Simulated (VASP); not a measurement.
Set up this calculation in VASP 6.6.1, as the native input.

| Quantity | Value |
| --- | --- |
| Task | single point |
| Functional | PBE |
| Potentials or basis | VASP PAW PBE potentials, release 64 (Fe, O) |
| Cutoff | 600 eV |
| k mesh | 9 × 9 × 9 |
| Occupations | methfessel-paxton, width 0.1 eV |
| Spin | collinear spin, ferromagnetic start |
| Starting moments | [5.0, 5.0, 5.0, 5.0, 0.0, 0.0, 0.0, 0.0, 0.0, 0.0] μB |
| Further INCAR settings | ALGO = Normal; EDIFF = 1e-06; AMIX = 0.2; BMIX = 0.0001 |

The structure of Fe2O3 (Hematite) lies in POSCAR:

```
Fe2O3
1.0
    2.5190000000      1.4543453300      4.5906666700
   -2.5190000000      1.4543453300      4.5906666700
    0.0000000000     -2.9086906600      4.5906666700
Fe O
4 6
Direct
    0.3553000000      0.3553000000      0.3553000000
    0.1447000000      0.1447000000      0.1447000000
    0.6447000000      0.6447000000      0.6447000000
    0.8553000000      0.8553000000      0.8553000000
    0.5559000000      0.9441000000      0.2500000000
    0.2500000000      0.5559000000      0.9441000000
    0.9441000000      0.2500000000      0.5559000000
    0.4441000000      0.0559000000      0.7500000000
    0.7500000000      0.4441000000      0.0559000000
    0.0559000000      0.7500000000      0.4441000000
```

These files were run (other wordings do the same):

INCAR

```
  PREC = Accurate
  ENCUT = 600
  EDIFF = 1E-6
  ISMEAR = 1
  SIGMA = 0.1
  LREAL = F
  LASPH = T
  NELM = 150
  ALGO = Normal
  ISIF = 2
  LWAVE = F
  LCHARG = F
  ISPIN = 2
  MAGMOM = 5 5 5 5 0 0 0 0 0 0
  LORBIT = 11
  LMAXMIX = 4
  GGA = PE
  AMIX = 0.2
  BMIX = 1E-4
  AMIX_MAG = 0.8
  BMIX_MAG = 1E-4
  KPAR = 4
```

KPOINTS

```
regular mesh
0
Gamma
  9 9 9
```

Potentials or basis: VASP PAW PBE potentials, release 64 (Fe, O).

Command:

```sh
$ cat potpaw_PBE.64/Fe/POTCAR potpaw_PBE.64/O/POTCAR > POTCAR
$ mpirun -np 4 vasp_std > vasp.out
```

Results of the run:

```
Pressure                                              : -5.2 GPa
Largest force                                         : 0.923 eV/Å
Band gap on the k mesh                                : none (metal or under the smearing width)
Net moment                                            : 13.53 μB per cell
Site moments                                          : Fe +3.08; O +0.14 μB
Valence electrons inside the program's atomic spheres : Fe 6.89; O 4.97
```

Caveat: semilocal functionals often make such compounds metallic where correlation or magnetic order opens a gap, which also shifts bond lengths; only a ferromagnetic start was run, and an antiferromagnetic order may lie lower in energy.

It took 8.9 min on 4 MPI ranks on Intel(R) Xeon(R) Platinum 8559C (Emerald Rapids) (shared host), peak memory 0.9 GiB a rank.
